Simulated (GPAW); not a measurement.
# MgO2 (Pa-3) in GPAW: notebook

Runs on MgO2. Level: PBEsol. Tasks: relaxation of cell and atoms.

Program: GPAW 26.7.0. These are calculated values, not measurements. Logs are shortened: lines on timing, memory, paths and dates and some standing lists are left out, and cuts for length are marked. The log counts tension as positive stress, the text compression.

**1. Starting point**

It takes space group Pa-3 (No. 205, cubic). The conventional cell has a = 4.829 Å, b = 4.829 Å, c = 4.829 Å, α = 90.00°, β = 90.00°, γ = 90.00°. Mg (site symmetry -3) has 6 O at 2.07 Å as nearest neighbours. O (site symmetry 3) has 1 O at 1.50 Å as nearest neighbours.

The cell is a database's computed one.

**2. Relaxation of cell and atoms, PBEsol**

The input, run.py:

```python
from ase import Atoms
from ase.filters import FrechetCellFilter
from ase.io import write
from ase.optimize import BFGS
from gpaw import GPAW, PW, setup_paths

setup_paths.insert(0, '.')

atoms = Atoms(['Mg', 'Mg', 'Mg', 'Mg', 'O', 'O', 'O', 'O', 'O', 'O', 'O', 'O'],
              cell=[[4.82861247, 0.0, 0.0],
                    [0.0, 4.82861247, 0.0],
                    [0.0, 0.0, 4.82861247]],
              scaled_positions=[[0.0, 0.0, 0.0],
                                [0.5, 0.0, 0.5],
                                [0.5, 0.5, 0.0],
                                [0.0, 0.5, 0.5],
                                [0.58942444, 0.91057556, 0.08942444],
                                [0.91057556, 0.08942444, 0.58942444],
                                [0.08942444, 0.58942444, 0.91057556],
                                [0.41057556, 0.41057556, 0.41057556],
                                [0.58942444, 0.58942444, 0.58942444],
                                [0.91057556, 0.41057556, 0.08942444],
                                [0.08942444, 0.91057556, 0.41057556],
                                [0.41057556, 0.08942444, 0.91057556]],
              pbc=True)

calc = GPAW(mode=PW(800),
            xc='PBEsol',
            kpts={'size': (4, 4, 4), 'gamma': True},
            occupations={'name': 'fermi-dirac', 'width': 0.05},
            nbands=71,
            convergence={'density': 1e-05, 'forces': 0.0001},
            maxiter=150,
            txt='gpaw.txt')
atoms.calc = calc
opt = BFGS(FrechetCellFilter(atoms), trajectory='relax.traj', logfile='-')
done = opt.run(fmax=0.02, steps=60)
calc.write('gs.gpw')
write('result.traj', atoms)
print('Converged:', done)
print('Cell:', atoms.cell.cellpar().round(4))
print('Volume:', round(atoms.get_volume(), 4))
print(atoms.get_scaled_positions().round(5))
```

Potentials or basis: PAW data sets generated in the run's folder for this functional, pw.

Started as:

```bash
gpaw-setup -f PBEsol Mg O
OMP_NUM_THREADS=1 python run.py
```

gpaw.txt:

```text
__  _  _
 | _ |_)|_||  |
 |__||  | ||/\| - 26.7.0

Input parameters:
  mode=PW(ecut=800.0),
  convergence={'density': 1e-05, 'forces': 0.0001},
  kpts=MonkhorstPack(size=(4, 4, 4), gamma=True),
  maxiter=150,
  nbands=71,
  occupations=Occupations(name='fermi-dirac', width=0.05),
  xc=XC(name='PBEsol')

Diagonalizing LCAO Hamiltonian
Converting LCAO to pw mode
    .-----------.
   /|           |
  / O           |
 *  | O         |
 | MgO    O     |
 |  |  O    O   |
 |  .--Mg--O----.
 | /     Mg  O /
 |/           /
 Mg----------*

Atoms  # Å, Bohr magnetons
|    | symbol |        x |        y |        z |    initial magnetic moments |
|----|--------|----------|----------|----------|-----------------------------|
|  0 |     Mg | 0.000000 | 0.000000 | 0.000000 | ( 0.0000,  0.0000,  0.0000) |
|  1 |     Mg | 2.414306 | 0.000000 | 2.414306 | ( 0.0000,  0.0000,  0.0000) |
|  2 |     Mg | 2.414306 | 2.414306 | 0.000000 | ( 0.0000,  0.0000,  0.0000) |
|  3 |     Mg | 0.000000 | 2.414306 | 2.414306 | ( 0.0000,  0.0000,  0.0000) |
|  4 |      O | 2.846102 | 4.396817 | 0.431796 | ( 0.0000,  0.0000,  0.0000) |
|  5 |      O | 4.396817 | 0.431796 | 2.846102 | ( 0.0000,  0.0000,  0.0000) |
|  6 |      O | 0.431796 | 2.846102 | 4.396817 | ( 0.0000,  0.0000,  0.0000) |
|  7 |      O | 1.982510 | 1.982510 | 1.982510 | ( 0.0000,  0.0000,  0.0000) |
|  8 |      O | 2.846102 | 2.846102 | 2.846102 | ( 0.0000,  0.0000,  0.0000) |
|  9 |      O | 4.396817 | 1.982510 | 0.431796 | ( 0.0000,  0.0000,  0.0000) |
| 10 |      O | 0.431796 | 4.396817 | 1.982510 | ( 0.0000,  0.0000,  0.0000) |
| 11 |      O | 1.982510 | 0.431796 | 4.396817 | ( 0.0000,  0.0000,  0.0000) |

Unit cell  # Å
| periodic |        x |        y |        z |  lengths |    angles |
|----------|----------|----------|----------|----------|-----------|
|      yes | 4.828612 | 0.000000 | 0.000000 | 4.828612 | 90.000000 |
|      yes | 0.000000 | 4.828612 | 0.000000 | 4.828612 | 90.000000 |
|      yes | 0.000000 | 0.000000 | 4.828612 | 4.828612 | 90.000000 |

Number of symmetries: 6
Symmetry operations  # r_c * U_cc + t_c -> r_c
|   | kind |            matrix            |
|---|------|------------------------------|
| 0 |  E   |  1, 0, 0,  0, 1, 0,  0, 0, 1 |
| 1 |  C3  |  0, 1, 0,  0, 0, 1,  1, 0, 0 |
| 2 |  C3  |  0, 0, 1,  1, 0, 0,  0, 1, 0 |
| 3 |  S6  |  0, 0,-1, -1, 0, 0,  0,-1, 0 |
| 4 |  S6  |  0,-1, 0,  0, 0,-1, -1, 0, 0 |
| 5 |  i   | -1, 0, 0,  0,-1, 0,  0, 0,-1 |

BZ-sampling:
  Number of BZ points: 64
  Number of IBZ points: 14

  Monkhorst-Pack size: [4, 4, 4]
  Monkhorst-Pack shift: [0.125, 0.125, 0.125]

K-points  # in reciprocal-cell coordinates
|     |                                coordinates |     weight |
|-----|--------------------------------------------|------------|
|   0 | (  0.00000000,   0.00000000,   0.00000000) | 0.01562500 |
|   1 | (  0.25000000,   0.00000000,  -0.25000000) | 0.09375000 |
|   2 | (  0.25000000,   0.00000000,   0.00000000) | 0.09375000 |
|   3 | (  0.25000000,   0.25000000,  -0.25000000) | 0.09375000 |
|   4 | (  0.25000000,   0.25000000,   0.00000000) | 0.09375000 |
|   5 | (  0.25000000,   0.25000000,   0.25000000) | 0.03125000 |
|   6 | (  0.50000000,   0.00000000,   0.00000000) | 0.04687500 |
|   7 | (  0.50000000,   0.00000000,   0.25000000) | 0.09375000 |
|   8 | (  0.50000000,   0.25000000,  -0.25000000) | 0.09375000 |
|   9 | (  0.50000000,   0.25000000,   0.00000000) | 0.09375000 |
| ... |                                            |            |
|  13 | (  0.50000000,   0.50000000,   0.50000000) | 0.01562500 |
[... 182 lines left out ...]
Forces  # eV/Ang
|        x |        y |        z |
|----------|----------|----------|
|  0.00000 |  0.00000 |  0.00000 |  # Mg   0
|  0.00000 |  0.00000 |  0.00000 |  # Mg   1
|  0.00000 |  0.00000 |  0.00000 |  # Mg   2
| -0.00000 |  0.00000 | -0.00000 |  # Mg   3
| -0.21455 |  0.21455 | -0.21455 |  # O    4
|  0.21455 | -0.21455 | -0.21455 |  # O    5
| -0.21455 | -0.21455 |  0.21455 |  # O    6
|  0.21455 |  0.21455 |  0.21455 |  # O    7
| -0.21455 | -0.21455 | -0.21455 |  # O    8
|  0.21455 |  0.21455 | -0.21455 |  # O    9
| -0.21455 |  0.21455 |  0.21455 |  # O   10
|  0.21455 | -0.21455 |  0.21455 |  # O   11

Interpolating wave functions to new cell

          O

           OO   O
         Mg
             O   OO
             Mg
               Mg  O
       Mg

Atoms  # Å, Bohr magnetons
|    | symbol |        x |        y |        z |    initial magnetic moments |
|----|--------|----------|----------|----------|-----------------------------|
|  0 |     Mg | 0.000000 | 0.000000 | 0.000000 | ( 0.0000,  0.0000,  0.0000) |
|  1 |     Mg | 2.414458 | 0.000000 | 2.414458 | ( 0.0000,  0.0000,  0.0000) |
|  2 |     Mg | 2.414458 | 2.414458 | 0.000000 | ( 0.0000,  0.0000,  0.0000) |
|  3 |     Mg | 0.000000 | 2.414458 | 2.414458 | ( 0.0000,  0.0000,  0.0000) |
|  4 |      O | 2.843215 | 4.400157 | 0.428758 | ( 0.0000,  0.0000,  0.0000) |
|  5 |      O | 4.400157 | 0.428758 | 2.843215 | ( 0.0000,  0.0000,  0.0000) |
|  6 |      O | 0.428758 | 2.843215 | 4.400157 | ( 0.0000,  0.0000,  0.0000) |
|  7 |      O | 1.985700 | 1.985700 | 1.985700 | ( 0.0000,  0.0000,  0.0000) |
|  8 |      O | 2.843216 | 2.843216 | 2.843216 | ( 0.0000,  0.0000,  0.0000) |
|  9 |      O | 4.400157 | 1.985700 | 0.428758 | ( 0.0000,  0.0000,  0.0000) |
| 10 |      O | 0.428758 | 4.400157 | 1.985700 | ( 0.0000,  0.0000,  0.0000) |
| 11 |      O | 1.985700 | 0.428758 | 4.400157 | ( 0.0000,  0.0000,  0.0000) |

Unit cell  # Å
| periodic |        x |        y |        z |  lengths |    angles |
|----------|----------|----------|----------|----------|-----------|
|      yes | 4.828915 | 0.000000 | 0.000000 | 4.828915 | 90.000000 |
|      yes | 0.000000 | 4.828915 | 0.000000 | 4.828915 | 90.000000 |
|      yes | 0.000000 | 0.000000 | 4.828915 | 4.828915 | 90.000000 |

Number of symmetries: 6
Symmetry operations  # r_c * U_cc + t_c -> r_c
|   | kind |            matrix            |
|---|------|------------------------------|
| 0 |  E   |  1, 0, 0,  0, 1, 0,  0, 0, 1 |
| 1 |  C3  |  0, 1, 0,  0, 0, 1,  1, 0, 0 |
| 2 |  C3  |  0, 0, 1,  1, 0, 0,  0, 1, 0 |
| 3 |  S6  |  0, 0,-1, -1, 0, 0,  0,-1, 0 |
| 4 |  S6  |  0,-1, 0,  0, 0,-1, -1, 0, 0 |
| 5 |  i   | -1, 0, 0,  0,-1, 0,  0, 0,-1 |

BZ-sampling:
  Number of BZ points: 64
  Number of IBZ points: 14

  Monkhorst-Pack size: [4, 4, 4]
  Monkhorst-Pack shift: [0.125, 0.125, 0.125]

K-points  # in reciprocal-cell coordinates
|     |                                coordinates |     weight |
|-----|--------------------------------------------|------------|
|   0 | (  0.00000000,   0.00000000,   0.00000000) | 0.01562500 |
|   1 | (  0.25000000,   0.00000000,  -0.25000000) | 0.09375000 |
|   2 | (  0.25000000,   0.00000000,   0.00000000) | 0.09375000 |
|   3 | (  0.25000000,   0.25000000,  -0.25000000) | 0.09375000 |
|   4 | (  0.25000000,   0.25000000,   0.00000000) | 0.09375000 |
|   5 | (  0.25000000,   0.25000000,   0.25000000) | 0.03125000 |
|   6 | (  0.50000000,   0.00000000,   0.00000000) | 0.04687500 |
|   7 | (  0.50000000,   0.00000000,   0.25000000) | 0.09375000 |
|   8 | (  0.50000000,   0.25000000,  -0.25000000) | 0.09375000 |
|   9 | (  0.50000000,   0.25000000,   0.00000000) | 0.09375000 |
| ... |                                            |            |
|  13 | (  0.50000000,   0.50000000,   0.50000000) | 0.01562500 |
[... 1484 lines left out ...]
Stress tensor  # eV/Ang^3
|        x |        y |        z |
|----------|----------|----------|
| 0.000030 | 0.000019 | 0.000019 |
| 0.000019 | 0.000030 | 0.000019 |
| 0.000019 | 0.000019 | 0.000030 |

Forces  # eV/Ang
|        x |        y |        z |
|----------|----------|----------|
|  0.00000 |  0.00000 | -0.00000 |  # Mg   0
| -0.00000 | -0.00000 |  0.00000 |  # Mg   1
| -0.00000 |  0.00000 | -0.00000 |  # Mg   2
|  0.00000 |  0.00000 | -0.00000 |  # Mg   3
|  0.00030 | -0.00092 |  0.00042 |  # O    4
| -0.00092 |  0.00042 |  0.00030 |  # O    5
|  0.00042 |  0.00030 | -0.00092 |  # O    6
| -0.00081 | -0.00081 | -0.00081 |  # O    7
|  0.00081 |  0.00081 |  0.00081 |  # O    8
| -0.00042 | -0.00030 |  0.00092 |  # O    9
|  0.00092 | -0.00042 | -0.00030 |  # O   10
| -0.00030 |  0.00092 | -0.00042 |  # O   11

# Writing to gs.gpw (mode='')
```

Run time: 9.1 min. Hardware: 1 thread of Arm Neoverse V2, shared host; peak memory 0.46 GiB.

Results:

| Quantity | Value |
| --- | --- |
| Free energy | -71.7848 eV |
| Relaxed volume | 9.48 Å³/atom |
| Relaxed cell | a = 4.846 Å, b = 4.846 Å, c = 4.846 Å, α = 90.00°, β = 90.00°, γ = 90.00° |
| Space group after relaxing (to 0.05 Å) | Pa-3 (No. 205) |
| Energy gained by relaxing | 1.6 meV/atom |
| Ionic steps | 7 |
| Pressure after relaxing | 0.0 GPa |
| Band gap on the k mesh | 3.97 eV, indirect (least direct gap 4.17 eV) |

Step by step:
```tsv
step	energy change (eV)	largest force (eV/Å)	pressure (GPa)	volume (Å³)
1	0.0000	0.3716	0.90	112.58
2	-0.0108	0.1280	1.28	112.60
3	-0.0118	0.0108	1.45	112.65
4	-0.0123	0.0177	1.41	112.69
5	-0.0180	0.0613	0.32	113.63
6	-0.0188	0.0237	0.07	113.79
7	-0.0189	0.0014	0.00	113.82
```

Final structure:
```cif
data_structure
_symmetry_space_group_name_H-M 'P 1'
_symmetry_Int_Tables_number 1
_cell_length_a 4.8462
_cell_length_b 4.8462
_cell_length_c 4.8462
_cell_angle_alpha 90.001
_cell_angle_beta 90.001
_cell_angle_gamma 90.001
_cell_volume 113.82
loop_
_atom_site_label
_atom_site_type_symbol
_atom_site_fract_x
_atom_site_fract_y
_atom_site_fract_z
_atom_site_occupancy
Mg1 Mg 0.00000 0.00000 0.00000 1
Mg2 Mg 0.50000 0.00000 0.50000 1
Mg3 Mg 0.50000 0.50000 0.00000 1
Mg4 Mg 0.00000 0.50000 0.50000 1
O1 O 0.58829 0.91174 0.08828 1
O2 O 0.91174 0.08828 0.58829 1
O3 O 0.08828 0.58829 0.91174 1
O4 O 0.41172 0.41172 0.41172 1
O5 O 0.58828 0.58828 0.58828 1
O6 O 0.91172 0.41171 0.08826 1
O7 O 0.08826 0.91172 0.41171 1
O8 O 0.41171 0.08826 0.91172 1
```

Levels at points of the mesh, in eV from the valence-band top:
```tsv
k point	band 40	band 41	band 42	band 43	band 44	band 45	band 46	band 47	band 48	band 49
(0.00, 0.00, 0.00)	-0.50	-0.50	-0.50	0.00	0.00	4.67	4.67	4.67	4.69	6.23
(0.50, 0.00, 0.00)	-0.87	-0.72	-0.72	-0.13	-0.13	4.05	4.05	4.54	4.54	8.59
(0.50, 0.50, 0.00)	-0.69	-0.50	-0.50	-0.50	-0.50	4.28	4.28	4.28	4.28	9.31
(0.50, 0.50, 0.50)	-0.75	-0.56	-0.56	-0.56	-0.56	4.61	4.61	4.61	4.61	9.13
```

Caveat: later steps reuse the first step's grids.

**3. Relaxation of cell and atoms, PBEsol, target pressure 2 GPa, at which the enthalpy is minimised**

run.py: that of step 2 with these lines changed.

```diff
@@ -4,2 +4,3 @@
 from ase.optimize import BFGS
+from ase.units import GPa
 from gpaw import GPAW, PW, setup_paths
@@ -35,3 +36,3 @@
 atoms.calc = calc
-opt = BFGS(FrechetCellFilter(atoms), trajectory='relax.traj', logfile='-')
+opt = BFGS(FrechetCellFilter(atoms, scalar_pressure=2 * GPa), trajectory='relax.traj', logfile='-')
 done = opt.run(fmax=0.02, steps=60)
```

Potentials or basis: PAW data sets generated in the run's folder for this functional, pw.

Started as:

```bash
gpaw-setup -f PBEsol Mg O
OMP_NUM_THREADS=1 python run.py
```

It took 6.5 min on 1 thread of Arm Neoverse V2, shared host; peak memory 0.47 GiB.

The run converged. Its results:

* Free energy: -71.7754 eV
* Relaxed volume: 9.37 Å³/atom
* Relaxed cell: a = 4.826 Å, b = 4.826 Å, c = 4.826 Å, α = 90.00°, β = 90.00°, γ = 90.00°
* Space group after relaxing (to 0.05 Å): Pa-3 (No. 205)
* Energy change on relaxing (the enthalpy is what falls): -0.8 meV/atom
* Ionic steps: 5
* Pressure after relaxing: 1.7 GPa
* Largest force after relaxing: 0.020 eV/Å
* Band gap on the k mesh: 4.00 eV, indirect (least direct gap 4.21 eV)

Forces in eV/Å, atoms in the order of the input:
```
Mg   0.000  0.000  0.000
Mg   0.000  0.000  0.000
Mg   0.000  0.000  0.000
Mg   0.000  0.000  0.000
O   -0.011  0.011 -0.011
O    0.011 -0.011 -0.011
O   -0.011 -0.011  0.011
O    0.010  0.010  0.010
O   -0.010 -0.010 -0.010
O    0.011  0.011 -0.011
O   -0.011  0.011  0.011
O    0.011 -0.011  0.011
```

The path:
| step | energy change (eV) | largest force (eV/Å) | pressure (GPa) | volume (Å³) |
| --- | --- | --- | --- | --- |
| 1 | 0.0000 | 0.3716 | 0.90 | 112.58 |
| 2 | -0.0104 | 0.1251 | 1.34 | 112.56 |
| 3 | -0.0107 | 0.0077 | 1.60 | 112.53 |
| 4 | -0.0106 | 0.0027 | 1.60 | 112.52 |
| 5 | -0.0095 | 0.0197 | 1.70 | 112.42 |

Final structure:
```xyz
12
Lattice="4.8263 0.0000 0.0000 0.0000 4.8263 0.0000 0.0000 0.0000 4.8263" Properties=species:S:1:pos:R:3 pbc="T T T"
Mg    0.0000    0.0000    0.0000
Mg    2.4131    0.0000    2.4131
Mg    2.4131    2.4131    0.0000
Mg    0.0000    2.4131    2.4131
O     2.8405    4.3990    0.4274
O     4.3990    0.4274    2.8405
O     0.4274    2.8405    4.3990
O     1.9858    1.9858    1.9858
O     2.8405    2.8405    2.8405
O     4.3989    1.9858    0.4273
O     0.4273    4.3989    1.9858
O     1.9858    0.4273    4.3989
```

Levels at points of the mesh, in eV from the valence-band top:
| k point | band 40 | band 41 | band 42 | band 43 | band 44 | band 45 | band 46 | band 47 | band 48 | band 49 |
| --- | --- | --- | --- | --- | --- | --- | --- | --- | --- | --- |
| (0.00, 0.00, 0.00) | -0.51 | -0.51 | -0.51 | 0.00 | 0.00 | 4.71 | 4.71 | 4.71 | 4.71 | 6.37 |
| (0.50, 0.00, 0.00) | -0.88 | -0.73 | -0.73 | -0.13 | -0.13 | 4.08 | 4.08 | 4.56 | 4.56 | 8.72 |
| (0.50, 0.50, 0.00) | -0.69 | -0.50 | -0.50 | -0.50 | -0.50 | 4.31 | 4.31 | 4.31 | 4.31 | 9.43 |
| (0.50, 0.50, 0.50) | -0.75 | -0.57 | -0.57 | -0.57 | -0.57 | 4.64 | 4.64 | 4.64 | 4.64 | 9.24 |

Caveat: later steps reuse the first step's grids.

**4. Relaxation of cell and atoms, PBEsol, target pressure 5 GPa, at which the enthalpy is minimised**

run.py: that of step 3 with these lines changed.

```diff
@@ -36,3 +36,3 @@
 atoms.calc = calc
-opt = BFGS(FrechetCellFilter(atoms, scalar_pressure=2 * GPa), trajectory='relax.traj', logfile='-')
+opt = BFGS(FrechetCellFilter(atoms, scalar_pressure=5 * GPa), trajectory='relax.traj', logfile='-')
 done = opt.run(fmax=0.02, steps=60)
```

Started as:

```bash
gpaw-setup -f PBEsol Mg O
OMP_NUM_THREADS=1 python run.py
```

Run time: 10 min. Hardware: 1 thread of Arm Neoverse V2, shared host; peak memory 0.46 GiB.

Results (log left out):

```
Free energy                                            : -71.7213 eV
Relaxed volume                                         : 9.17 Å³/atom
Relaxed cell                                           : a = 4.791 Å, b = 4.791 Å, c = 4.791 Å, α = 90.00°, β = 90.00°, γ = 90.00°
Space group after relaxing (to 0.05 Å)                 : Pa-3 (No. 205)
Energy change on relaxing (the enthalpy is what falls) : +3.7 meV/atom
Ionic steps                                            : 8
Pressure after relaxing                                : 5.1 GPa
Largest force after relaxing                           : 0.007 eV/Å
Band gap on the k mesh                                 : 4.09 eV, indirect (least direct gap 4.30 eV)
```

Forces in eV/Å, atoms in the order of the input:
```
Mg   0.000  0.000  0.000
Mg   0.000  0.000  0.000
Mg   0.000  0.000  0.000
Mg   0.000  0.000  0.000
O    0.004 -0.004  0.004
O   -0.004  0.004  0.004
O    0.004  0.004 -0.004
O   -0.004 -0.004 -0.004
O    0.004  0.004  0.004
O   -0.004 -0.004  0.004
O    0.004 -0.004 -0.004
O   -0.004  0.004 -0.004
```

The path:
```
step  energy change (eV)  largest force (eV/Å)  pressure (GPa)  volume (Å³)
   1              0.0000                0.3716            0.90       112.58
   2             -0.0098                0.1207            1.44       112.48
   3             -0.0083                0.0527            1.92       112.34
   4             -0.0059                0.0974            2.19       112.19
   5              0.0151                0.2174            3.71       111.20
   6              0.0351                0.1761            4.80       110.36
   7              0.0455                0.0560            5.17       109.96
   8              0.0446                0.0071            5.06       109.98
```

Final structure:
```
CELL_PARAMETERS angstrom
4.79114 -0.00003 -0.00003
-0.00003 4.79114 -0.00003
-0.00003 -0.00003 4.79114
ATOMIC_POSITIONS crystal
Mg 0.00000 0.00000 0.00000
Mg 0.50000 0.00000 0.50000
Mg 0.50000 0.50000 0.00000
Mg 0.00000 0.50000 0.50000
O 0.58887 0.91114 0.08887
O 0.91114 0.08887 0.58887
O 0.08887 0.58887 0.91114
O 0.41113 0.41113 0.41113
O 0.58887 0.58887 0.58887
O 0.91113 0.41113 0.08886
O 0.08886 0.91113 0.41113
O 0.41113 0.08886 0.91113
```

Levels at points of the mesh, in eV from the valence-band top:
```tsv
k point	band 41	band 42	band 43	band 44	band 45	band 46	band 47	band 48
(0.00, 0.00, 0.00)	-0.52	-0.52	0.00	0.00	4.76	4.80	4.80	4.80
(0.50, 0.00, 0.00)	-0.75	-0.75	-0.13	-0.13	4.17	4.17	4.63	4.63
(0.50, 0.50, 0.00)	-0.50	-0.50	-0.50	-0.50	4.39	4.39	4.39	4.39
(0.50, 0.50, 0.50)	-0.58	-0.58	-0.58	-0.58	4.71	4.71	4.71	4.71
```

Caveat: later steps reuse the first step's grids. As with any semilocal functional, this PBEsol gap is likely too small.

**5. For comparison**

An earlier run on the cell as given: functional PBEsol; potentials or basis PAW data sets generated in the run's folder for this functional; cutoff 800 eV; basis pw; k mesh 6 × 6 × 6; occupations fermi-dirac, width 0.05 eV; no spin polarisation.

- Pressure: 0.9 GPa
- Largest force: 0.372 eV/Å
- Band gap on the k mesh: 3.89 eV, indirect (least direct gap 4.02 eV)

**6. The runs side by side**

| task | cell | k mesh | optimizer | fmax | max steps | convergence | target pressure | gap on the mesh (eV) | pressure (GPa) | largest force (eV/Å) |
| --- | --- | --- | --- | --- | --- | --- | --- | --- | --- | --- |
| relaxation of cell and atoms | relaxed | 4 × 4 × 4 | BFGS | 0.02 eV/Å | 60 | density=1e-05 forces=0.0001 | - | 3.97 | 0.0 | - |
| relaxation of cell and atoms | relaxed to 2 GPa | 4 × 4 × 4 | BFGS | 0.02 eV/Å | 60 | density=1e-05 forces=0.0001 | 2 GPa | 4.00 | 1.7 | 0.02 |
| relaxation of cell and atoms | relaxed to 5 GPa | 4 × 4 × 4 | BFGS | 0.02 eV/Å | 60 | density=1e-05 forces=0.0001 | 5 GPa | 4.09 | 5.1 | 0.01 |
| single point | as given | 6 × 6 × 6 | - | - | - | - | - | 3.89 | 0.9 | 0.37 |

Alike in all rows: level PBEsol; potentials or basis PAW data sets generated in the run's folder for this functional, pw; no spin polarisation; cutoff (eV) 800; smearing fermi-dirac 0.05 eV.

Caveats: later steps reuse the first step's grids (some runs).

Absolute energies hang on the potentials; compare differences alone.
